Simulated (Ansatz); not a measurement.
## BP: direct gap and band gap against volume per atom

All results are calculated (Ansatz 0.2.0). Plane-wave density functional theory, PAW datasets, Gaussian smearing 0.05 eV: Kohn-Sham gaps of one periodic cell over its k-point mesh and, where one was run, its band path; band edges are those on the mesh.

Cell of the first row (space group F-43m, No. 216):
```
CELL_PARAMETERS angstrom
0.00000 2.22950 2.22950
2.22950 0.00000 2.22950
2.22950 2.22950 0.00000
ATOMIC_POSITIONS crystal
B 0.00000 0.00000 0.00000
P 0.75000 0.75000 0.75000
```

Settings of every row: paw set soft_2; functional PBEsol; spin treatment none; moment partition spheres; spin axis none; wave cutoff 420 eV; k mesh 12x12x12; SCF start atoms; lower state search light; symmetry use detected.

Atom first moment, atom hubbard u: 0 on all atoms.

Limits: semilocal functionals tend to give too small a gap.

```csv
row,volume per atom (Å³),direct gap (eV),band gap (eV)
1,11.082,3.447,1.055
2,11.313,?,?
3,11.52,3.384,1.11
4,11.544,3.38,1.113
5,11.775,3.351,1.14
6,11.798,3.348,1.143
7,12.006,3.323,1.166
```

Question: what direct gap and band gap should row 2 give?

Worked fit of direct gap. Take t = volume per atom − 12, in Å³. The shown rows have t = -0.918, -0.48, -0.456, -0.225, -0.202, 0.006. Least squares give direct gap = 3.3238 − 0.1147 × t + 0.0212 × t² eV; a straight line predicts inner rows, each left out in turn, worse (root mean square 0.0019 against 0.0005 eV). The rows lie off it by 0.000, 0.000, -0.001, 0.000, 0.000, 0.000. The withheld row has t = -0.687, so the fit gives 3.3238 − 0.1147 × (-0.687) + 0.0212 × (-0.687)² = 3.413 eV.

The calculation gave 3.412 eV. The fit lies 0.001 eV (0.81 % of the column's range) above it, one unit of the last digit.

Worked fit of band gap. Take t = volume per atom − 12, in Å³. The shown rows have t = -0.918, -0.48, -0.456, -0.225, -0.202, 0.006. Least squares give band gap = 1.1654 + 0.1097 × t − 0.0115 × t² eV; a straight line predicts inner rows, each left out in turn, worse (root mean square 0.00097 against 0.00019 eV). All shown rows lie on it to the printed digit. The withheld row has t = -0.687, so the fit gives 1.1654 + 0.1097 × (-0.687) − 0.0115 × (-0.687)² = 1.085 eV.

The calculation gave 1.085 eV. The fit meets it to the printed digit.
